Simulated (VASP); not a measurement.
Here is a VASP 6.6.1 calculation.

The input INCAR:

```
ALGO = Fast
EDIFF = 1E-7
EDIFFG = -0.005
ENCUT = 600
GGA = PS
IBRION = 2
ISIF = 3
ISMEAR = 0
ISPIN = 2
LASPH = T
LCHARG = F
LMAXMIX = 4
LORBIT = 11
LREAL = F
LWAVE = F
MAGMOM = 0 0 1
NELM = 100
NSW = 90
PREC = Accurate
SIGMA = 0.1
```

KPOINTS

```
k-points
0
Gamma
  14 14 14
```

The input POSCAR:

```
Si2Ni
1.0
    0.0000000000      2.6931550400      2.6931550400
    2.6931550400      0.0000000000      2.6931550400
    2.6931550400      2.6931550400      0.0000000000
Si Ni
2 1
Direct
    0.2500000000      0.2500000000      0.2500000000
    0.7500000000      0.7500000000      0.7500000000
    0.0000000000      0.0000000000      0.0000000000
```

Potentials or basis: VASP PAW PBE potentials, release 64 (Si, Ni).

Launch:

```sh
$ cat potpaw_PBE.64/Si/POTCAR potpaw_PBE.64/Ni/POTCAR > POTCAR
$ mpirun -np 1 vasp_std > vasp.out
```

(1) Predict the relaxed volume.

(2) What does it give for the relaxed cell?

Answers

(1) 13.07 Å³/atom.

(2) a = 3.813 Å, b = 3.813 Å, c = 3.813 Å, α = 60.00°, β = 60.00°, γ = 60.00°.

Caveat: the PAW data sets were made with another functional, which shifts forces and pressure a little.
